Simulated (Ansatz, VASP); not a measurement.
# One calculation of Mo, two programs

INCAR

```
PREC = Accurate ; ENCUT = 520
EDIFF = 1E-7 ; ISMEAR = 1
SIGMA = 0.1 ; LREAL = False
LASPH = True ; NELM = 80
ALGO = Normal ; ISIF = 2
LWAVE = False ; LCHARG = False
GGA = PE ; NBANDS = 13
```

File KPOINTS:

```
Automatic mesh
0
Gamma
  13 13 13
```

POSCAR

```
Mo
1.0
   -1.5864190195      1.5864190195      1.5864190195
    1.5864190195     -1.5864190195      1.5864190195
    1.5864190195      1.5864190195     -1.5864190195
Mo
1
Direct
    0.0000000000      0.0000000000      0.0000000000
```

Input for Ansatz:

```yaml
crystal:
  lattice:
    - [-1.5864190194666468, 1.5864190194666468, 1.5864190194666468]
    - [1.5864190194666468, -1.5864190194666468, 1.5864190194666468]
    - [1.5864190194666468, 1.5864190194666468, -1.5864190194666468]
  atoms:
    - { symbol: Mo, position: [0.0, 0.0, 0.0] }
basis:
  ecutwfc: 500.0
kpoints:
  mp_grid:
    grid: [13, 13, 13]
scf:
  occupations:
    method: cold
output:
  stress: true
```

Alike in both runs: task single point; functional PBE; k mesh 13 × 13 × 13; no spin polarisation.

|  | VASP | Ansatz |
| --- | --- | --- |
| version | VASP 6.6.1 | Ansatz 0.2.0 |
| potentials or method | VASP PAW PBE potentials, release 64 (Mo_sv) | plane waves, PAW |
| plane-wave cutoff (eV) | 520 | 500 |
| occupations | methfessel-paxton of order 1, width 0.1 eV | cold |
| valence electrons in the cell | 14 | 14 |

Ansatz gave:

| Item | Value |
| --- | --- |
| pressure (GPa) | -3.1 |

What did VASP give for the same quantities?

Pressure (GPa): -2.7.
